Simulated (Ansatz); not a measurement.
## Two Ansatz runs on Cd

The cell was built from the diamond type and relaxed in the same program, and has space group Fd-3m; it needn't be a known or the stable phase.

First run: DFT, PBE, PAW with Ansatz's default frozen-core files, scalar-relativistic (Ansatz 0.2.0).

Command: `ansatz run input.yaml --threads 1 --pin off --max-ram 2048MiB --backend cpu --events-out ev --progress --plain --runs-dir out` The run took 19 s on 1 thread of Arm Neoverse V1, with other jobs on the host.

```yaml
crystal:
  lattice:
    - [0.0, 3.3399999803, 3.3399999803]
    - [3.3399999803, 0.0, 3.3399999803]
    - [3.3399999803, 3.3399999803, 0.0]
  atoms:
    - { symbol: Cd, position: [0.0, 0.0, 0.0] }
    - { symbol: Cd, position: [0.25, 0.25, 0.25] }
kpoints:
  mp_grid: { grid: [9, 9, 9] }
  band_path:
    path:
      - [0.0, 0.0, 0.0]
      - [0.5, 0.0, 0.5]
      - [0.625, 0.25, 0.625]
      - [0.375, 0.375, 0.75]
      - [0.0, 0.0, 0.0]
      - [0.5, 0.5, 0.5]
      - [0.5, 0.25, 0.75]
      - [0.5, 0.0, 0.5]
    npoints: 14
scf:
  occupations: { method: fermi_dirac, width: 0.08 }
hamiltonian:
  xc: pbe
  pseudopotentials: { kind: paw }
output:
  forces: true
  stress: true
  eigenvalues: true
  efg: { contact_densities: true }
  populations: true
  bader: true
  dos: { projected: true, de: 0.2, e_range: [-14, 8] }
  write_density: true
  write_potential: true
  elf: true
  volumetric_format: npy
```

Result: converged; pressure -0.01 GPa; no gap on the k mesh; 6 SCF iterations.

The input is then changed:

```diff
@@ -8,5 +8,5 @@
     - { symbol: Cd, position: [0.25, 0.25, 0.25] }
 kpoints:
-  mp_grid: { grid: [9, 9, 9] }
+  mp_grid: { grid: [9, 9, 9], shift: [0.5, 0.5, 0.5] }
   band_path:
     path:
@@ -21,5 +21,6 @@
     npoints: 14
 scf:
-  occupations: { method: fermi_dirac, width: 0.08 }
+  occupations: { method: cold, width: 0.05 }
+  mixing: { algorithm: broyden, beta: 0.05 }
 hamiltonian:
   xc: pbe
@@ -31,6 +32,4 @@
   efg: { contact_densities: true }
   populations: true
-  bader: true
-  dos: { projected: true, de: 0.2, e_range: [-14, 8] }
   write_density: true
   write_potential: true
```

(1) Predict the outcome of the changed run.

## Answers

(1) It converged; energy at zero smearing -0.6 meV/atom from the first run; pressure 0.13 GPa; no gap on the k mesh; 11 SCF iterations.
